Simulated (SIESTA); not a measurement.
Al2O3 (Corundum): band structure with PW86PBE

**Experimental background.**

From “Multi-petahertz electron interference in Cr:Al2O3 solid-state material”, 2018, pmc:5906618, for a bulk crystal of Al2O3: band gap 8.7 eV (optical).

The system is Al2O3 (Corundum).

```xyz
10
Lattice="2.3803 1.3742 4.3319 -2.3803 1.3742 4.3319 0.0000 -2.7485 4.3319" Properties=species:S:1:pos:R:3 pbc="T T T"
Al    0.0000    0.0000   11.0743
Al    0.0000    0.0000    8.4191
Al    0.0000    0.0000    1.9213
Al    0.0000    0.0000    4.5765
O    -1.6503   -0.1099    5.4148
O     0.7300    1.4841    5.4148
O     0.9203   -1.3742    5.4148
O     1.6503    0.1099    7.5808
O    -0.7300   -1.4841    7.5808
O    -0.9203    1.3742    7.5808
```

- Program: SIESTA 5.4.2
- Task: band structure
- Functional: PW86PBE
- Potentials or basis: PseudoDojo 0.4 standard (PBE files)
- Basis: DZP (energy shift 0.002 Ry; radii capped at 9.5 bohr)
- Grid cutoff: 800 Ry
- Energy shift: 0.002 Ry
- k mesh: 7 × 7 × 7
- Occupations: fermi-dirac, width 0.05 eV
- Spin: no spin polarisation

- Pressure: 14.2 GPa
- Largest force: 0.139 eV/Å
- Band gap on the k mesh: 6.34 eV, direct
- Band gap along the path: 6.34 eV, direct

Forces in eV/Å, atoms in the order of the input:
```
Al   0.000  0.000  0.139
Al   0.000  0.000 -0.139
Al   0.000  0.000 -0.139
Al   0.000  0.000  0.139
O    0.022  0.038  0.000
O    0.022 -0.038  0.000
O   -0.044  0.000  0.000
O   -0.022 -0.038  0.000
O   -0.022  0.038  0.000
O    0.044  0.000  0.000
```

Stress tensor (GPa, compression positive):
```
14.78  0.00  0.00
 0.00 14.78  0.00
 0.00  0.00 13.00
```

Levels at the corners of the path, in eV from the valence-band top:
```tsv
point	band 21	band 22	band 23	band 24	band 25	band 26	band 27	band 28
Γ	-0.47	-0.01	-0.01	0.00	6.34	9.36	11.04	11.70
L	-0.88	-0.88	-0.25	-0.25	9.60	9.60	9.77	9.77
B1	-0.83	-0.83	-0.48	-0.48	9.82	9.82	10.24	10.24
B	-0.83	-0.83	-0.48	-0.48	9.82	9.82	10.24	10.24
Z	-0.37	-0.37	-0.37	-0.37	8.80	8.80	11.46	11.46
Γ	-0.47	-0.01	-0.01	0.00	6.34	9.36	11.04	11.70
X	-0.89	-0.82	-0.53	-0.26	9.60	9.64	9.87	10.35
Q	-0.89	-0.82	-0.53	-0.26	9.60	9.64	9.87	10.35
F	-1.00	-0.91	-0.74	-0.24	9.77	9.82	10.03	10.53
P1	-1.01	-0.83	-0.74	-0.44	9.87	10.08	10.32	10.46
Z	-0.37	-0.37	-0.37	-0.37	8.80	8.80	11.46	11.46
L	-0.88	-0.88	-0.25	-0.25	9.60	9.60	9.77	9.77
P	-1.01	-0.83	-0.74	-0.44	9.87	10.08	10.32	10.46
```

Run time: 11 min on 1 thread of Arm Neoverse V1, on a shared host, peak memory 1.1 GiB.

Against the measured gap of Al2O3, 8.7 eV (optical; quoted in “Multi-petahertz electron interference in Cr:Al2O3 solid-state material”, 2018, pmc:5906618), the calculated 6.34 eV is off by -2.36 eV. The value is that of PW86PBE in an atomic basis (PseudoDojo 0.4 standard (PBE files), DZP (energy shift 0.002 Ry; radii capped at 9.5 bohr)), whose error adds to the functional's,, without temperature or zero-point motion.

Caveat: the potentials were made for another functional, which shifts forces and pressure; the basis of atomic orbitals isn't converged, which shifts pressures, moduli and gaps.
